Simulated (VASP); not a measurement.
Runs of VASP 6.6.1 on Mg. Symmetry: Fm-3m, No. 225, cubic system. Conventional cell: a = 4.489 Å, b = 4.489 Å, c = 4.489 Å, α = 90.00°, β = 90.00°, γ = 90.00°. Around Mg (site symmetry m-3m) lie 12 Mg at 3.17 Å. This isn't the form of Mg at room conditions, which is hcp.

```csv
task,level,potentials or basis,cell,k mesh,smearing,monkhorst-Pack mesh,grid for exact exchange (PRECFOCK),exchange at q = 0,screening parameter,other keys,mesh quality,gap on the mesh (eV),pressure (GPa)
optical spectrum,vdW-DF-cx,"VASP PAW PBE potentials, release 64 (Mg)",volume scaled by 0.8,10 × 10 × 10,methfessel-paxton 0.2 eV,yes,-,-,-,shifted = yes; NBANDS = 5,not flagged,-,13.8
single point,RPBE,"VASP PAW PBE potentials, release 54 (Mg)",as given,10 × 10 × 10,gaussian 0.1 eV,-,-,-,-,-,not flagged,none,1.8
single point,B3LYP+D4,"VASP PAW PBE potentials, release 64 (Mg_pv)",volume scaled by 1.04,5 × 5 × 5,fermi-dirac 0.1 eV,-,Normal,truncated,-,-,coarse,none,-1.8
single point,HSE06+MBD,"VASP PAW PBE potentials, release 64 (Mg)",as given,5 × 5 × 5,methfessel-paxton 0.1 eV,-,Normal,-,0.2 1/A,-,coarse,none,(a)
```

Alike in all rows: no spin polarisation; cutoff (eV) 520.

Task: Estimate the missing entries.

Result: (a) -1.6.

Caveats: some runs use coarse meshes; the PAW data sets were made with another functional, which shifts forces and pressure a little; pairwise dispersion overbinds metals, which lowers pressure and volume (some runs); spectra need much finer meshes, so this one isn't converged (some runs); independent-particle spectra lack excitons (some runs); the intraband (Drude) part of a metal's response may be missing (some runs).

A gap of «none» marks a metal or a gap under the smearing width.

The runs don't all hold the same shells in valence.
